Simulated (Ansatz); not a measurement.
In doubt: masses and optical values from hybrid runs of this build are listed as unsure (in some of the runs), which bears on the screening that GW takes from such a start.

Consider BAs (F-43m).

The structure is cubic, space group F-43m (No. 216). Conventional cell: a = 4.777 Å, b = 4.777 Å, c = 4.777 Å, α = 90.00°, β = 90.00°, γ = 90.00°. B has 4 As at 2.07 Å nearest. As has 4 B at 2.07 Å nearest. Farther neighbours are not listed.

```xyz
2
Lattice="0.0000 2.3885 2.3885 2.3885 0.0000 2.3885 2.3885 2.3885 0.0000" Properties=species:S:1:pos:R:3 pbc="T T T"
B     0.0000    0.0000    0.0000
As    1.1943    1.1943    1.1943
```

The cell and positions come from the Crystallography Open Database and are kept as given unless a step says otherwise. PAW set soft_2, made with PBE.

Gaps computed with Ansatz 0.2.0 without a self-energy: HSE06 1.83 eV, r2SCAN 1.37 eV and PBE0 2.51 eV.

Question: Estimate the G0W0@HSE06 gap with 6×6×6 mesh, 81 empty bands, screening to 120 eV, default PAW files.

About 2.03 eV: on its mesh the run moves the gap from 1.94 eV by +0.20 eV, and the mesh misses the edges by 0.11 eV. Among the scalar-relativistic levels given, HSE06 is nearest (−0.20 eV). Bands and cutoff are finite, so the gap is not at the basis limit. The miss can reach some tenths of an eV and take either sign; the mesh is an error of its own. The many-body steps are scalar-relativistic: spin-orbit coupling is not in them.

[Paths, hosts, dates, memory and timing lines, banners, echoed tables and standing remarks are left out of the program output.]

[Logs are printed without paths, hosts, clocks, repeated set-up lines and the standing remarks that a program may print on its own settings, such as how far it seeks lower states.]

[Runs of the session that timed out or met a known fault of the program may be left out.]

[Cells called generated may have been cut or substituted from an entry of the Crystallography Open Database or the Materials Project.]

[Hosts, paths, dates, database ids (printed as entryN), source tags and the programs' standing remarks are cut or masked in the printed files.]
